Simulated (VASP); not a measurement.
# SiC in VASP: one cell, several levels of theory

SiC (rocksalt) is computed at one geometry. Runs: PBE, r2SCAN, LDA, PBEsol. This is a trial cell built on a prototype, not taken from a measured structure, and it needn't be the compound's ground state.

Program: VASP 6.6.1. PAW datasets, plane waves. No spin polarisation and no zero-point or thermal motion; the cell was built from a prototype and may be hypothetical.

**1. Starting point**

The cell comes from an earlier relaxation with r2SCAN in another program.

Space group Fm-3m (No. 225), cubic; a = 4.028 Å in the conventional setting, 8.17 Å³ an atom. Near Si stand 6 C at 2.01 Å; near C stand 6 Si at 2.01 Å.

As a file:

```cif
data_structure
_symmetry_space_group_name_H-M 'P 1'
_symmetry_Int_Tables_number 1
_cell_length_a 2.8480
_cell_length_b 2.8480
_cell_length_c 2.8480
_cell_angle_alpha 60.000
_cell_angle_beta 60.000
_cell_angle_gamma 60.000
_cell_volume 16.34
loop_
_atom_site_label
_atom_site_type_symbol
_atom_site_fract_x
_atom_site_fract_y
_atom_site_fract_z
_atom_site_occupancy
Si1 Si 0.00000 0.00000 0.00000 1
C1 C 0.50000 0.50000 0.50000 1
```

**2. PBE at this geometry**

The input, INCAR:

```
ENCUT = 520.000000
SIGMA = 0.020000
EDIFF = 1.00e-07
GGA = PE
PREC = Accurate
IBRION = -1
ISIF = 2
ISMEAR = -1
NBANDS = 11
NELM = 120
NSW = 0
LASPH = .TRUE.
LCHARG = .FALSE.
LWAVE = .FALSE.
LREAL = .FALSE.
```

The input, KPOINTS:

```
KPOINTS created by Atomic Simulation Environment
0
Gamma
10 10 10
0 0 0
```

The input, KPOINTS_OPT:

```
special points
7
Reciprocal
0.0000000000 0.0000000000 0.0000000000 1
0.5000000000 0.0000000000 0.5000000000 1
0.5000000000 0.2500000000 0.7500000000 1
0.3750000000 0.3750000000 0.7500000000 1
0.5000000000 0.5000000000 0.5000000000 1
0.6250000000 0.2500000000 0.6250000000 1
0.0000000000 0.1000000000 -0.1000000000 1
```

The input, POSCAR:

```
Si C
 1.0000000000000000
    -0.0000000000000000    2.0138689652489350    2.0138689652489350
     2.0138689652489350    0.0000000000000000    2.0138689652489350
     2.0138689652489350    2.0138689652489350   -0.0000000000000000
 Si  C
   1   1
Cartesian
  0.0000000000000000  0.0000000000000000  0.0000000000000000
  2.0138689652489346  2.0138689652489346  2.0138689652489346
```

The run uses the recommended PBE PAW datasets (8 valence electrons a neutral cell).

Run with:

```
mpirun -np 1 vasp_std
```

Printed to the terminal (iteration lines stand in OSZICAR):

```text
POSCAR found type information on POSCAR SiC
 POSCAR found :  2 types and       2 ions
 LDA part: xc-table for (Slater+PW92), standard interpolation
 POSCAR, INCAR and KPOINTS ok, starting setup
 FFT: planning ... GRIDC
 FFT: planning ... GRID_SOFT
 FFT: planning ... GRID
 WAVECAR not read
 entering main loop
 Start KPOINTS_OPT (optional k-point list driver)
k-point batch [1-7\7]
```

OSZICAR:

```text
N       E                     dE             d eps       ncg     rms          rms(c)
DAV:   1     0.240234553766E+01    0.24023E+01   -0.39713E+03  1109   0.617E+02
DAV:   2    -0.145804707418E+02   -0.16983E+02   -0.16133E+02  1298   0.109E+02
DAV:   3    -0.150037184623E+02   -0.42325E+00   -0.42255E+00  1253   0.130E+01
DAV:   4    -0.150045811880E+02   -0.86273E-03   -0.86268E-03  1134   0.731E-01
DAV:   5    -0.150045833252E+02   -0.21372E-05   -0.21370E-05  1218   0.334E-02    0.836E+00
DAV:   6    -0.135942401222E+02    0.14103E+01   -0.47402E+00  1103   0.100E+01    0.360E+00
DAV:   7    -0.135683863898E+02    0.25854E-01   -0.34785E-01  1175   0.338E+00    0.145E+00
DAV:   8    -0.135684635622E+02   -0.77172E-04   -0.72133E-03  1094   0.569E-01    0.351E-01
DAV:   9    -0.135685991512E+02   -0.13559E-03   -0.12851E-03  1158   0.224E-01    0.130E-01
DAV:  10    -0.135686155945E+02   -0.16443E-04   -0.36787E-05  1139   0.455E-02    0.196E-02
DAV:  11    -0.135686178587E+02   -0.22642E-05   -0.35980E-06  1182   0.146E-02    0.185E-03
DAV:  12    -0.135686176121E+02    0.24656E-06   -0.92330E-08   792   0.229E-03    0.417E-04
DAV:  13    -0.135686176047E+02    0.74274E-08   -0.51391E-09   571   0.514E-04
   1 F= -.13568618E+02 E0= -.13568320E+02  d E =-.594681E-03
       N       E                     dE             ncg
DAV:   1     0.975323039341E+03   -0.14110E+04      162
DAV:   2     0.836285898948E+03   -0.13904E+03      197
DAV:   3     0.831821054890E+03   -0.44648E+01      189
DAV:   4     0.831807519043E+03   -0.13536E-01      188
DAV:   5     0.831807498439E+03   -0.20604E-04      181
DAV:   6     0.831807498350E+03   -0.89371E-07      194
```

The lines after F= are the extra pass for the points of KPOINTS_OPT, at fixed density; their E is not a total energy.

Parts of OUTCAR:

```text
k-points           NKPTS =     47   k-points in BZ     NKDIM =     47   number of bands    NBANDS=     11

   NELECT =       8.0000    total number of electrons

   dimension x,y,z NGX =    24 NGY =   24 NGZ =   24
   dimension x,y,z NGXF=    48 NGYF=   48 NGZF=   48

  energy-cutoff  :      520.00
  volume of cell :       16.34
      direct lattice vectors                 reciprocal lattice vectors
     0.000000000  2.013868965  2.013868965    -0.248278318  0.248278318  0.248278318
     2.013868965  0.000000000  2.013868965     0.248278318 -0.248278318  0.248278318
     2.013868965  2.013868965  0.000000000     0.248278318  0.248278318 -0.248278318

 k-points in reciprocal lattice and weights: KPOINTS created by Atomic Simulation Env
   0.00000000  0.00000000  0.00000000       0.001
   0.10000000  0.00000000  0.00000000       0.008
   0.20000000  0.00000000  0.00000000       0.008
   0.30000000  0.00000000  0.00000000       0.008
   0.40000000  0.00000000  0.00000000       0.008
   0.50000000  0.00000000  0.00000000       0.004
   0.10000000  0.10000000  0.00000000       0.006
   0.20000000  0.10000000  0.00000000       0.024
[... 39 more k-points ...]

 E-fermi :  12.6466

 k-point     1 :       0.0000    0.0000    0.0000
  band No.  band energies     occupation
      1      -6.0069      2.00000
      2      12.6478      0.96975
      3      12.6478      0.96975
      4      12.6478      0.96974
      5      20.3976      0.00000
      6      21.5917      0.00000
      7      21.5917      0.00000
      8      21.5917      0.00000
      9      25.5509      0.00000
     10      25.5509      0.00000
     11      25.5509      0.00000

 k-point     2 :       0.1000    0.0000    0.0000
  band No.  band energies     occupation
      1      -5.7611      2.00000
      2      11.3606      2.00000
      3      12.4958      1.99894
      4      12.4958      1.99894
      5      20.4797      0.00000
      6      21.6552      0.00000
      7      21.9383      0.00000
      8      21.9383      0.00000
      9      23.6250      0.00000
     10      23.6250      0.00000
     11      25.3294      0.00000

 k-point     3 :       0.2000    0.0000    0.0000
  band No.  band energies     occupation
      1      -5.0281      2.00000
      2       8.6254      2.00000
      3      12.1592      2.00000
      4      12.1592      2.00000
      5      19.6846      0.00000
      6      20.8719      0.00000
      7      20.8719      0.00000
      8      22.9856      0.00000
      9      24.1191      0.00000
     10      24.1191      0.00000
     11      24.7844      0.00000

 k-point     4 :       0.3000    0.0000    0.0000
  band No.  band energies     occupation
      1      -3.8231      2.00000
      2       5.6157      2.00000
      3      11.8335      2.00000
      4      11.8335      2.00000
      5      19.0665      0.00000
      6      19.3196      0.00000
      7      19.3196      0.00000
      8      23.2133      0.00000
      9      25.5023      0.00000
     10      26.3724      0.00000
     11      26.3724      0.00000

 k-point     5 :       0.4000    0.0000    0.0000
  band No.  band energies     occupation
      1      -2.1978      2.00000
      2       2.8126      2.00000
      3      11.6245      2.00000
      4      11.6245      2.00000
      5      18.3164      0.00000
      6      18.3164      0.00000
      7      18.7476      0.00000
      8      22.6583      0.00000
      9      26.9600      0.00000
     10      29.0396      0.00000
     11      29.0396      0.00000

 k-point     6 :       0.5000    0.0000    0.0000
  band No.  band energies     occupation
      1      -0.7661      2.00000
      2       0.9762      2.00000
      3      11.5556      2.00000
      4      11.5556      2.00000
      5      17.9717      0.00000
      6      17.9717      0.00000
      7      18.6555      0.00000
      8      22.4223      0.00000
      9      27.6219      0.00000
     10      30.6877      0.00000
     11      30.6877      0.00000

 k-point     7 :       0.1000    0.1000    0.0000
  band No.  band energies     occupation
      1      -5.6793      2.00000
      2      11.9457      2.00000
      3      11.9463      2.00000
      4      11.9463      2.00000
      5      20.2406      0.00000
      6      20.8119      0.00000
      7      21.7785      0.00000
      8      22.6109      0.00000
      9      22.6109      0.00000
     10      26.1004      0.00000
     11      26.1004      0.00000

 k-point     8 :       0.2000    0.1000    0.0000
  band No.  band energies     occupation
      1      -5.1092      2.00000
      2       9.6626      2.00000
      3      11.3659      2.00000
      4      12.0155      2.00000
      5      19.1491      0.00000
      6      19.8818      0.00000
      7      21.6762      0.00000
      8      22.7790      0.00000
      9      23.9763      0.00000
     10      25.6127      0.00000
     11      26.2310      0.00000

 k-point     9 :       0.3000    0.1000    0.0000
  band No.  band energies     occupation
      1      -4.0617      2.00000
      2       6.7593      2.00000
      3      10.9669      2.00000
      4      11.6140      2.00000
      5      17.7334      0.00000
      6      19.9005      0.00000
      7      21.2721      0.00000
      8      22.6019      0.00000
      9      24.6697      0.00000
     10      26.8470      0.00000
     11      27.4330      0.00000

 k-point    10 :       0.4000    0.1000    0.0000
  band No.  band energies     occupation
      1      -2.5707      2.00000
      2       3.8918      2.00000
      3      10.8464      2.00000
      4      11.0268      2.00000
      5      16.9698      0.00000
      6      19.7649      0.00000
      7      19.8526      0.00000
      8      24.1719      0.00000
      9      24.7110      0.00000
     10      28.4317      0.00000
     11      29.8509      0.00000

 k-point    11 :       0.5000    0.1000    0.0000
  band No.  band energies     occupation
      1      -0.8532      2.00000
      2       1.5159      2.00000
      3      10.4798      2.00000
      4      11.0221      2.00000
      5      16.8950      0.00000
      6      18.8932      0.00000
      7      19.6550      0.00000
      8      23.9856      0.00000
      9      26.6853      0.00000
     10      29.5472      0.00000
     11      30.9171      0.00000

[... the tables of k-points 12 to 47 left out ...]

  Total        0.5707508      0.5707508      0.5707508     -0.0000000     -0.0000000     -0.0000000
  in kB       55.9800742     55.9800742     55.9800742     -0.0000000     -0.0000000     -0.0000000
  external PRESSURE =      55.9800742 kB  Pullay stress =       0.0000000 kB

 POSITION                                       TOTAL-FORCE (eV/Angst)
 -----------------------------------------------------------------------------------
      0.00000      0.00000      0.00000         0.000000      0.000000     -0.000000
      2.01387      2.01387      2.01387        -0.000000     -0.000000      0.000000
 -----------------------------------------------------------------------------------
    total drift:                               -0.000000     -0.000000      0.000000

  FREE ENERGIE OF THE ION-ELECTRON SYSTEM (eV)
  ---------------------------------------------------
  free  energy   TOTEN  =       -13.5686176047 eV

  energy  without entropy=      -13.5680229241  energy(sigma->0) =      -13.56832026
```

Wall time 11 s (1 MPI rank of Intel Xeon Platinum 8488C, shared host); peak memory 0.13 GiB.

The levels at the points of KPOINTS_OPT are read from vasprun.xml.

Levels at the named points, in eV from the top of band v (v: the last filled band by count, c: the next):

```
point    v−1      v      c   c+1
    Γ  -0.08  -0.08   7.67  8.87
    X  -4.45  -4.45  -0.92  2.38
    W  -8.11  -7.25   4.65  7.98
    K  -8.57  -3.61   1.17  7.48
    L  -1.17  -1.17   5.25  5.25
    U  -8.57  -3.61   1.17  7.48
```

With PBE the last filled band overlaps the next by 0.92 eV, so there is no gap. Pressure: 5.60 GPa; the forces vanish within 0.01 eV/Å.

[end of part 1 of 3]
